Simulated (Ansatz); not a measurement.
The system is MoS2.

```
Mo S
1.0
     3.16900    0.00000    0.00000
    -1.58450    2.74443    0.00000
     0.00000    0.00000   12.32400
Mo S
2 4
Direct
  0.66667 0.33333 0.75000
  0.33333 0.66667 0.25000
  0.66667 0.33333 0.37700
  0.33333 0.66667 0.87700
  0.66667 0.33333 0.12300
  0.33333 0.66667 0.62300
```

- Program: Ansatz 0.2.0
- Task: relaxation of cell and atoms
- Functional: PBEsol
- Potentials or basis: all-electron LAPW, scalar-relativistic
- Basis error allowed: 0.002 eV/atom
- k mesh: 8 × 8 × 2
- Occupations: fermi-dirac, width 0.05 eV
- Spin: no spin polarisation

At the start: volume 17.86 Å³/atom.

**Question.** How do energy, volume and symmetry change on relaxing?

**Answer.** Over 6 steps the energy falls by 4.4 meV/atom and the volume is 17.93 Å³/atom (+0.3 %); space group P6_3/mmc (No. 194, to 0.05 Å).

The path:
| step | energy change (eV) | largest force (eV/Å) | volume (Å³) |
| --- | --- | --- | --- |
| 1 | 0.0000 | 0.3121 | 107.18 |
| 2 | -0.0153 | 0.0135 | 105.49 |
| 3 | -0.0265 | 0.0027 | 107.28 |
| 4 | -0.0265 | 0.0030 | 107.44 |
| 5 | -0.0265 | 0.0000 | 107.55 |
| 6 | -0.0266 | 0.0001 | 107.55 |

Final structure:
```
Mo S
1.0
     3.14174    0.00000    0.00000
    -1.57087    2.72083    0.00000
     0.00000    0.00000   12.58200
Mo S
2 4
Cartesian
  1.5709 0.9069 9.4365
  0.0000 1.8139 3.1455
  1.5709 0.9069 4.7045
  0.0000 1.8139 10.9955
  1.5709 0.9069 1.5865
  0.0000 1.8139 7.8775
```

Caveat: this functional lacks dispersion, which binds the layers, so the pressure and a relaxed spacing across them are unreliable.
